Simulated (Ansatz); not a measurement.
**Calculated electric field gradients for Si3N4 with one atom moved**

The cell is an entry of the Crystallography Open Database (COD), relaxed with PBE at fixed cell and then changed (atom 5 (Si) moved by 0.10 Å).

```cif
data_structure
_symmetry_space_group_name_H-M 'P 1'
_symmetry_Int_Tables_number 1
_cell_length_a 7.5950
_cell_length_b 7.5950
_cell_length_c 2.9023
_cell_angle_alpha 90.000
_cell_angle_beta 90.000
_cell_angle_gamma 120.000
_cell_volume 144.99
loop_
_atom_site_label
_atom_site_type_symbol
_atom_site_fract_x
_atom_site_fract_y
_atom_site_fract_z
_atom_site_occupancy
Si1 Si 0.76732 0.17356 0.32564 1
Si2 Si 0.59376 0.76732 0.82564 1
Si3 Si 0.82644 0.59376 0.32564 1
Si4 Si 0.23268 0.82644 0.82564 1
Si5 Si 0.41384 0.24788 0.32564 1
Si6 Si 0.17356 0.40624 0.82564 1
N7 N 0.02936 0.32975 0.32565 1
N8 N 0.69961 0.02936 0.82565 1
N9 N 0.67025 0.69961 0.32565 1
N10 N 0.97064 0.67025 0.82565 1
N11 N 0.30039 0.97064 0.32565 1
N12 N 0.32975 0.30039 0.82565 1
N13 N 0.33333 0.66667 0.82553 1
N14 N 0.66667 0.33333 0.32553 1
```

Atom numbers follow the list; atoms alike are taken as one site, whose name carries the number of the first.

Computed with Ansatz: DFT, PBE, plane waves and PAW, scalar-relativistic, 420 eV cutoff, Γ-centred 4×4×10 k-points, Fermi–Dirac smearing 0.02 eV.

C_Q = eQV_zz/h, which is 24.18 MHz for Q = 1 b and V_zz = 10²¹ V/m²; η = (V_xx − V_yy)/V_zz.

¹⁴N: I = 1, Q = 20.44 mb. Q values from Pyykkö, Mol. Phys. 116, 1328 (2018).

```json
{"site": "Si1", "atoms (order as listed)": "1", "first shell": "4 N at 1.73 Å", "V_zz (10²¹ V/m²)": "0.90", "η": "0.11", "C_Q (MHz)": "–"}
{"site": "Si2", "atoms (order as listed)": "2", "first shell": "4 N at 1.73 Å", "V_zz (10²¹ V/m²)": "1.00", "η": "0.59", "C_Q (MHz)": "–"}
{"site": "Si3", "atoms (order as listed)": "3", "first shell": "4 N at 1.73 Å", "V_zz (10²¹ V/m²)": "1.05", "η": "0.11", "C_Q (MHz)": "–"}
{"site": "Si4", "atoms (order as listed)": "4", "first shell": "4 N at 1.73 Å", "V_zz (10²¹ V/m²)": "1.13", "η": "0.25", "C_Q (MHz)": "–"}
{"site": "Si5", "atoms (order as listed)": "5", "first shell": "4 N at 1.69–1.83 Å", "V_zz (10²¹ V/m²)": "3.72", "η": "0.14", "C_Q (MHz)": "–"}
{"site": "Si6", "atoms (order as listed)": "6", "first shell": "4 N at 1.73 Å", "V_zz (10²¹ V/m²)": "1.08", "η": "0.46", "C_Q (MHz)": "–"}
{"site": "N7", "atoms (order as listed)": "7", "first shell": "3 Si at 1.73 Å", "V_zz (10²¹ V/m²)": "-4.94", "η": "0.07", "C_Q (MHz)": "-2.44"}
{"site": "N8", "atoms (order as listed)": "8", "first shell": "3 Si at 1.73 Å", "V_zz (10²¹ V/m²)": "-5.04", "η": "0.05", "C_Q (MHz)": "-2.49"}
{"site": "N9", "atoms (order as listed)": "9", "first shell": "3 Si at 1.73 Å", "V_zz (10²¹ V/m²)": "-4.72", "η": "0.09", "C_Q (MHz)": "-2.33"}
{"site": "N10", "atoms (order as listed)": "10", "first shell": "3 Si at 1.73 Å", "V_zz (10²¹ V/m²)": "-4.87", "η": "0.09", "C_Q (MHz)": "-2.41"}
{"site": "N11", "atoms (order as listed)": "11", "first shell": "3 Si at 1.73–1.83 Å", "V_zz (10²¹ V/m²)": "-5.06", "η": "0.10", "C_Q (MHz)": "-2.50"}
{"site": "N12", "atoms (order as listed)": "12", "first shell": "3 Si at 1.71–1.73 Å", "V_zz (10²¹ V/m²)": "-4.73", "η": "0.18", "C_Q (MHz)": "-2.34"}
{"site": "N13", "atoms (order as listed)": "13", "first shell": "3 Si at 1.73 Å", "V_zz (10²¹ V/m²)": "-4.83", "η": "0.05", "C_Q (MHz)": "-2.38"}
{"site": "N14", "atoms (order as listed)": "14", "first shell": "3 Si at 1.69–1.73 Å", "V_zz (10²¹ V/m²)": "-4.66", "η": "0.16", "C_Q (MHz)": "-2.30"}
```

At N7, N8, N9, N10, N11 and N12 and others V_zz stands upright on the plane through its three neighbours (within 4°) in each case.

Si has no stable isotope with a ground-state quadrupole moment in the table, so no C_Q is given.

At this cell the PBE pressure is 7 GPa, so with PBE the cell would grow if it were relaxed. With the atom moved the PBE pressure is 7 GPa. The atoms aren't relaxed after the move (largest force 2.9 eV/Å).

Hardware: 1 thread of AMD EPYC 9R45 (Zen 5) (x86_64; 16 cores open to the job, memory cap 3.0 GiB, no GPU), a shared host with a load of 0.2 a core. Wall time 21 s, CPU time 21 s, peak memory 0.69 GiB.
